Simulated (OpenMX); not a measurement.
HfN:

```
Hf N
1.0
     0.00000    2.25600    2.25600
     2.25600    0.00000    2.25600
     2.25600    2.25600    0.00000
Hf N
1 1
Direct
  0.00000 0.00000 0.00000
  0.50000 0.50000 0.50000
```

Base run:

* Program: OpenMX 3.8.5
* Functional: PBE
* Potentials or basis: OpenMX 2013 PBE set, Hf7.0-s3p2d2f1, N6.0-s2p2d1, grid cutoff 400 Ry
* k mesh: 11 × 11 × 11
* Occupations: fermi-dirac, width 0.05 eV
* Spin: no spin polarisation

Its results: pressure 5.1 GPa.

Task: The run is repeated on the same cell with these changes: potentials or basis from OpenMX 2013 PBE set, Hf7.0-s3p2d2f1, N6.0-s2p2d1, grid cutoff 400 Ry to OpenMX 2013 PBE set, Hf7.0-s3p2d2, N6.0-s2p2, grid cutoff 400 Ry. What comes out?

Result: Pressure 8.3 GPa.

Caveats: the basis of atomic orbitals isn't converged, which shifts pressures, moduli and gaps.

Not every run made on this cell is shown here.
